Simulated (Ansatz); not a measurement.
Input of an Ansatz 0.2.0 run:

Contents of input.yaml:

```yaml
crystal:
  lattice:
    - [4.99495987, 0.0, 0.0]
    - [0.0, 4.99495987, 0.0]
    - [0.0, 0.0, 3.40900096]
  atoms:
    - { symbol: Pb, position: [0.5, 0.5, 0.5] }
    - { symbol: Pb, position: [0.0, 0.0, 0.0] }
    - { symbol: O, position: [0.69257104, 0.69257104, 0.0] }
    - { symbol: O, position: [0.80742896, 0.19257104, 0.5] }
    - { symbol: O, position: [0.19257104, 0.80742896, 0.5] }
    - { symbol: O, position: [0.30742896, 0.30742896, 0.0] }
hamiltonian:
  xc: pbesol
  pseudopotentials: { kind: paw }
  dispersion: d4
kpoints:
  mp_grid: { grid: [6, 6, 8] }
scf:
  occupations: { method: fermi_dirac, width: 0.05 }
output:
  forces: true
  stress: true
  eigenvalues: true
relax:
  f_tol: 0.01
  max_steps: 40
  cell: { stress_tol: 0.05 }
```

Potentials or basis: Ansatz PAW.

Launch:

```console
$ ansatz run input.yaml --threads 2 --pin off --max-ram 5632MiB --backend cpu --events-out ev --progress --plain --runs-dir out
```

(1) Estimate the relaxed volume.

(2) Predict the space group after relaxing (to 0.05 Å).

Answers

(1) 14.03 Å³/atom.

(2) P4_2/mnm (No. 136).

Caveat: the pressure holds a Pulay correction of +0.6 GPa for the finite cutoff; spin-orbit coupling is left out, which as a rule narrows the gap of such compounds by several tenths of an eV; the PAW data sets come from PBE, with cores solved anew for the run's functional, which leaves a small shift of forces and pressure.
